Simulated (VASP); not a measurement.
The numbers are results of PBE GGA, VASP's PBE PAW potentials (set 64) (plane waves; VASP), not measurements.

The input files of a VASP run:

INCAR:
```
! general
SYSTEM  = AlSb
PREC    = Normal
ENCUT   = 350
LREAL   = F
LASPH   = T
NBANDS  = 817

! electronic loop
EDIFF   = 1E-8
NELM    = 1
ALGO    = Exact

! smearing
ISMEAR  = 0
SIGMA   = 0.01

! functional
GGA     = PE

! output
LWAVE   = T
LCHARG  = F

! other
LOPTICS = T
```

### POSCAR
```
AlSb
1
    0.0000000000     2.9858480000     2.9858480000
    2.9858480000     0.0000000000     2.9858480000
    2.9858480000     2.9858480000     0.0000000000
Al Sb
1 1
Direct
  0.0000000000   0.0000000000   0.0000000000
  0.2500000000   0.2500000000   0.2500000000
```

KPOINTS:
```
Automatic mesh
0
gamma
 4 4 4
```

POTCAR, in this order: Al_GW Sb_d_GW (PBE.64 set). Program: vasp_std. Read from the step before: WAVECAR.

Output of the run:

OUTCAR:
```
 ion  position               nearest neighbor table
   1  0.000  0.000  0.000-   2 2.59   2 2.59   2 2.59   2 2.59
   2  0.250  0.250  0.250-   1 2.59   1 2.59   1 2.59   1 2.59
  LATTYP: Found a face centered cubic cell.
 ALAT       =     5.9716960000
 Subroutine PRICEL returns:
 Original cell was already a primitive cell.
 Subroutine GETGRP returns: Found 24 space group operations
The static configuration has the point symmetry T_d .
The dynamic configuration has the point symmetry T_d .
 Subroutine INISYM returns: Found 24 space group operations
 Subroutine IBZKPT returns following result:
 Found      8 irreducible k-points:

 Following reciprocal coordinates:
            Coordinates               Weight
  0.000000  0.000000  0.000000      1.000000
  0.250000  0.000000  0.000000      8.000000
  0.500000  0.000000  0.000000      4.000000
  0.250000  0.250000  0.000000      6.000000
  0.500000  0.250000  0.000000     24.000000
 -0.250000  0.250000  0.000000     12.000000
  0.500000  0.500000  0.000000      3.000000
 -0.250000  0.500000  0.250000      6.000000
   k-points           NKPTS =      8   k-points in BZ     NKDIM =      8   number of bands    NBANDS=    817
...
```

### OSZICAR
```
       N       E                     dE             d eps       ncg     rms          rms(c)
DIA:   1    -0.795232003186E+01   -0.79523E+01    0.00000E+00     0   0.000E+00
   1 F= -.79523200E+01 E0= -.79523200E+01  d E =-.242633E-33
 imaginary and real dielectric function
```

OUTCAR:
```


 plasma frequency squared (from intraband transitions) (eV^2)
  --------------------------------------------------------------------------------------
       0.000       0.000       0.000
       0.000       0.000       0.000
       0.000       0.000       0.000

 plasma frequency squared (from interband transitions, int dw w eps(2)(w)) (eV^2)
  --------------------------------------------------------------------------------------
     606.528       0.000       0.000       0.000      -0.000       0.000
       0.000      -0.000     606.528       0.000      -0.000       0.000
      -0.000      -0.000      -0.000      -0.000     606.528       0.000
```
(Selected blocks of OUTCAR.)

### OUTCAR
```
 val. band max:        4.1631411793   @ k =   0.0000   0.0000   0.0000

 cond. band min:       5.2108894902   @ k =   0.5000   0.5000   0.0000



 k-point     1 :       0.0000    0.0000    0.0000
  band No.  band energies     occupation
      1     -24.0351      2.00000
      2     -24.0351      2.00000
      3     -24.0351      2.00000
      4     -24.0059      2.00000
      5     -24.0059      2.00000
      6      -7.0650      2.00000
      7       4.1631      2.00000
      8       4.1631      2.00000
      9       4.1631      2.00000
     10       6.4315      0.00000
     11       7.3204      0.00000
     12       7.3204      0.00000
     13       7.3204      0.00000
     14      10.8658      0.00000
     15      12.0702      0.00000
     16      12.0702      0.00000
     17      13.7678      0.00000
     18      13.7678      0.00000
     19      13.7678      0.00000
     20      17.1191      0.00000
     21      25.4241      0.00000
     22      25.4241      0.00000
     23      25.4241      0.00000
     24      25.5609      0.00000
     25      25.5609      0.00000
     26      25.5609      0.00000
     27      27.4908      0.00000
     28      27.4908      0.00000
     29      28.4546      0.00000
     30      28.4546      0.00000
     31      28.4547      0.00000
     32      33.5501      0.00000
     33      33.8867      0.00000
     34      33.8867      0.00000
     35      33.8868      0.00000
     36      36.7068      0.00000
     37      37.8731      0.00000
     38      37.8731      0.00000
     39      38.6440      0.00000
     40      38.6441      0.00000
     41      38.6441      0.00000
     42      38.8617      0.00000
     43      38.8617      0.00000
     44      38.8617      0.00000
     45      41.4012      0.00000
     46      41.4012      0.00000
     47      41.4012      0.00000
     48      41.6038      0.00000
     49      41.6038      0.00000
     50      41.6038      0.00000
     51      42.0056      0.00000
     52      42.0056      0.00000
...
```

The density is held fixed in this step, so its total energy and stress have no physical meaning. Unless said otherwise, spin-orbit coupling is left out, though it shifts the bands of the heavy elements here.

The compound is AlSb in the zinc blende structure. This cell is one point of a volume scan, at 0.92 of the reference volume. The k-mesh is coarse (spacing up to 0.46 per Å, 2π included), so the numbers may not be converged in it.
